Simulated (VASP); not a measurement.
# BN (Fmm2) in VASP: notebook

One crystal, BN, is run at these levels: PBE; tasks: single point.

All numbers are computed with VASP 6.6.1; they aren't measurements. Logs are shortened: lines on timing, memory, paths and dates and some standing lists are left out, and cuts for length are marked.

## 1. Starting point

The structure is orthorhombic, space group Fmm2 (No. 42). Conventional cell: a = 2.503 Å, b = 6.991 Å, c = 4.332 Å, α = 90.00°, β = 90.00°, γ = 90.00°. N (site symmetry mm2) is surrounded by 3 B at 1.44 Å. B (site symmetry mm2) has 3 N at 1.44 Å as nearest neighbours.

Measurements of this composition are mostly on another form, of space group No. 194.

## 2. Single point, PBE

INCAR

```
PREC = Accurate
ENCUT = 340
EDIFF = 1E-7
ISMEAR = 0
SIGMA = 0.05
LREAL = False
LASPH = True
NELM = 100
ALGO = Normal
ISIF = 2
LWAVE = False
LCHARG = False
GGA = PE
ADDGRID = False
```

KPOINTS

```
regular mesh
0
Gamma
  11 11 11
```

POSCAR

```
BN
1.0
    0.0000000000      3.4953158300      2.1660912400
    1.2516321000      0.0000000000      2.1660912400
    1.2516321000      3.4953158300      0.0000000000
N B
1 1
Direct
    0.6666513400      0.6666513400      0.3333486600
    0.0000486500      0.0000486500      0.9999513500
```

Potentials or basis: VASP PAW PBE potentials, release 64 (N_s, B_s).

Run with:

```
cat potpaw_PBE.64/N_s/POTCAR potpaw_PBE.64/B_s/POTCAR > POTCAR
mpirun -np 1 vasp_std > vasp.out
```

OUTCAR:

```text
PREC = Accurate
   ENCUT = 340
   EDIFF = 1E-7
   ISMEAR = 0
   LREAL = False
   LASPH = True
   NELM = 100
   ISIF = 2
   GGA = PE

 Found    216 irreducible k-points:

 Following reciprocal coordinates:
            Coordinates               Weight
  0.000000  0.000000  0.000000      1.000000
  0.090909 -0.000000 -0.000000      8.000000
  0.181818  0.000000 -0.000000      8.000000
  0.272727  0.000000 -0.000000      8.000000
  0.363636  0.000000  0.000000      8.000000
  0.454545 -0.000000 -0.000000      8.000000
   k-points           NKPTS =    216   k-points in BZ     NKDIM =    216   number of bands    NBANDS=      8
   number of dos      NEDOS =    301   number of ions     NIONS =      2
   total plane-waves  NPLWV =  10752
   dimension x,y,z NGX =    28 NGY =   16 NGZ =   24
   dimension x,y,z NGXF=    56 NGYF=   32 NGZF=   48
   ions per type =               1   1
   NGX,Y,Z   is equivalent  to a cutoff of  11.32, 10.63, 10.75 a.u.
   NGXF,Y,Z  is equivalent  to a cutoff of  22.64, 21.26, 21.49 a.u.
 SYSTEM =  unknown system
   PREC   = accura    normal or accurate (medium, high low for compatibility)
   ISTART =      0    job   : 0-new  1-cont  2-samecut
   ICHARG =      2    charge: 1-file 2-atom 10-const
   ISPIN  =      1    spin polarized calculation?
   LNONCOLLINEAR =      F non collinear calculations
   LSORBIT =      F    spin-orbit coupling
   LASPH  =      T    aspherical Exc in radial PAW
   ENCUT  =  340.0 eV  24.99 Ry    5.00 a.u.   6.18  3.76  5.58*2*pi/ulx,y,z
   NELM   =    100;   NELMIN=  2; NELMDL= -5     # of ELM steps
   EDIFF  = 0.1E-06   stopping-criterion for ELM
   LREAL  =      F    real-space projection
   EDIFFG = 0.1E-05   stopping-criterion for IOM
   NSW    =      0    number of steps for IOM
   IBRION =     -1    ionic relax: 0-MD 1-quasi-New 2-CG
   NFREE  =      0    steps in history (QN), initial steepest desc. (CG)
   ISIF   =      2    stress and relaxation
   ISYM   =      2    0-nonsym 1-usesym 2-fastsym
   POTIM  = 0.5000    time-step for ionic-motion
   TEBEG  =    0.0;   TEEND  =   0.0 temperature during run
   PSTRESS=    0.0 pullay stress
   NELECT =       8.0000    total number of electrons
   NUPDOWN=      -1.0000    fix difference up-down
   EMIN   =  10.00;   EMAX   =-10.00  energy-range for DOS
   EFERMI =   0.00;   METHOD = LEGACY
   ISMEAR =     0;   SIGMA  =   0.05  broadening in eV -4-tet -1-fermi 0-gaus
   EFERMI_NEDOS =   21; number of points for ismear=-14 and -15
   IALGO  =     38    algorithm
   IMIX   =      4    mixing-type and parameters
     AMIX     =   0.40;   BMIX     =  1.00
     AMIX_MAG =   1.60;   BMIX_MAG =  1.00
  volume/ion in A,a.u.               =       9.48        63.95
  Fermi-wavevector in a.u.,A,eV,Ry     =   1.228047  2.320672 20.518928  1.508099
  Thomas-Fermi vector in A             =   2.362987
   LORBIT       =      0    0 simple, 1 ext, 2 COOP (PROOUT), +10 PAW based schemes
   GGA     = PE    functional components
   LHFCALC =     F    Hartree Fock is set to
   AEXX    =    0.0000 exact exchange contribution
   IVDW    =     0    specifies the selected vdW correction
   LEPSILON=     F    determine dielectric tensor
   LRPA    =     F    only Hartree local field effects (RPA)
 non-spin polarized calculation
 Gauss-broadening in eV      SIGMA  =   0.05
  energy-cutoff  :      340.00
  volume of cell :       18.95
 maximum number of plane-waves:       282
 NGX is ok and might be reduce to    28
   NGX = 13   NGY =  7   NGZ = 11

 number of electron       8.0000000 magnetization

 Free energy of the ion-electron system (eV)
  ---------------------------------------------------
  ext. energy  EPLUGINS =         0.00000000
  ---------------------------------------------------
  free energy    TOTEN  =       -17.54002884 eV

  energy without entropy =      -17.54002884  energy(sigma->0) =      -17.54002884

 E-fermi :   3.4641     XC(G=0):  -9.6974

 val. band max:        3.2053775183   @ k =   0.4545  -0.3636   0.0909
 cond. band min:       7.0716954590   @ k =   0.0000   0.4545   0.4545
 fundamental gap:      3.8663179407
 Fermi energy:         3.4641131783

 k-point     1 :       0.0000    0.0000    0.0000
  band No.  band energies     occupation
      1     -14.7340      2.00000
      2      -1.3339      2.00000
      3       1.7224      2.00000
      4       1.7298      2.00000
      5       8.0122      0.00000
      6      14.6754      0.00000
      7      14.7343      0.00000
      8      16.1259      0.00000

 k-point     2 :       0.0909   -0.0000   -0.0000
  band No.  band energies     occupation
      1     -14.5688      2.00000
      2      -1.1727      2.00000
      3       1.0619      2.00000
      4       1.4183      2.00000
      5       8.3837      0.00000
      6      14.6319      0.00000
      7      15.3936      0.00000
      8      15.5573      0.00000

 k-point     3 :       0.1818    0.0000   -0.0000
  band No.  band energies     occupation
      1     -14.0856      2.00000
      2      -0.7205      2.00000
      3      -0.5328      2.00000
      4       0.6974      2.00000
      5       9.3501      0.00000
      6      14.0429      0.00000
      7      14.4664      0.00000
      8      17.2717      0.00000

 k-point     4 :       0.2727    0.0000   -0.0000
  band No.  band energies     occupation
      1     -13.3277      2.00000
      2      -2.5494      2.00000
      3      -0.0925      2.00000
      4       0.1052      2.00000
      5      10.4639      0.00000
      6      12.2675      0.00000
      7      14.3559      0.00000
      8      19.8529      0.00000

 k-point     5 :       0.3636    0.0000    0.0000
  band No.  band energies     occupation
      1     -12.4128      2.00000
      2      -4.4169      2.00000
      3      -0.7138      2.00000
      4       1.1093      2.00000
      5       9.4577      0.00000
      6      12.5076      0.00000
      7      14.7441      0.00000
      8      20.5958      0.00000

 k-point     6 :       0.4545   -0.0000   -0.0000
  band No.  band energies     occupation
      1     -11.6620      2.00000
      2      -5.6790      2.00000
      3      -1.0482      2.00000
      4       1.9915      2.00000
      5       8.0189      0.00000
      6      12.9540      0.00000
      7      16.0793      0.00000
      8      19.1529      0.00000

 [... further k-points ...]
[... 5 lines left out ...]
  --------------------------------------------------------------------------------------
  -------------------------------------------------------------------------------------
  Total        0.7199319      0.1479600      0.7262786      0.0000000      0.0000000      0.0000000
  in kB       60.8600282     12.5079186     61.3965546      0.0000000      0.0000000      0.0000000
  external PRESSURE =      44.9215005 kB  Pullay stress =       0.0000000 kB

 VOLUME and BASIS-vectors are now :
 -----------------------------------------------------------------------------
  energy-cutoff  :      340.00
  volume of cell :       18.95
      direct lattice vectors                 reciprocal lattice vectors
     0.000000000  3.495315830  2.166091240    -0.399478409  0.143048590  0.230830535
     1.251632100  0.000000000  2.166091240     0.399478409 -0.143048590  0.230830535
     1.251632100  3.495315830  0.000000000     0.399478409  0.143048590 -0.230830535

 POSITION                                       TOTAL-FORCE (eV/Angst)
 -----------------------------------------------------------------------------------
      1.25163      3.49532      2.88806         0.000000      0.000000     -0.010839
      1.25163      3.49532      0.00021         0.000000      0.000000      0.010839
 -----------------------------------------------------------------------------------
    total drift:                                0.000001      0.000001      0.000047

  FREE ENERGIE OF THE ION-ELECTRON SYSTEM (eV)
  ---------------------------------------------------
  free  energy   TOTEN  =       -17.5400288381 eV

  energy  without entropy=      -17.5400288381  energy(sigma->0) =      -17.54002884
```

Run time: 10 s. Hardware: 1 thread of Intel Xeon 6975P-C (Granite Rapids), shared host; peak memory 0.13 GiB.

The run converged, but some of its settings lie outside the range that counts as converged, so its numbers aren't taken as properties of the crystal.

Results:

- Free energy: -17.5400 eV
- Pressure: 4.5 GPa
- Largest force: 0.011 eV/Å
- Band gap on the k mesh: 3.87 eV, indirect (least direct gap 4.72 eV)

Caveat: the cutoff is under 1.25 times the usual one of these potentials, so pressure, stress and relaxed cells hold a basis-set (Pulay) error; an odd mesh through Γ misses points on the zone boundary, where band edges often lie.

## 3. Single point, PBE

INCAR is that of step 2.

KPOINTS is that of step 2.

POSCAR

```
BN
1.0
    0.0000000000      3.4953158300      2.1660912400
    1.2516321000      0.0000000000      2.1660912400
    1.2516321000      3.4953158300      0.0000000000
N B
1 1
Direct
    0.6643870000      0.6373240000      0.3259630000
   -0.0156690000     -0.0240960000      1.0349220000
```

Potentials or basis: VASP PAW PBE potentials, release 64 (N_s, B_s).

Run with:

```
cat potpaw_PBE.64/N_s/POTCAR potpaw_PBE.64/B_s/POTCAR > POTCAR
mpirun -np 1 vasp_std > vasp.out
```

Run time: 30 s. Hardware: 1 thread of Intel Xeon 6975P-C (Granite Rapids), shared host; peak memory 0.16 GiB.

These settings aren't checked as converged: the numbers below hold their error.

What came out:

```yaml
Free_energy: -17.3947 eV
Pressure: 5.2 GPa
Largest_force: 2.795 eV/Å
Band_gap_on_the_k_mesh: 3.71 eV, indirect (least direct gap 4.54 eV)
```

Caveat: the cutoff is under 1.25 times the usual one of these potentials, so pressure, stress and relaxed cells hold a basis-set (Pulay) error; an odd mesh through Γ misses points on the zone boundary, where band edges often lie.
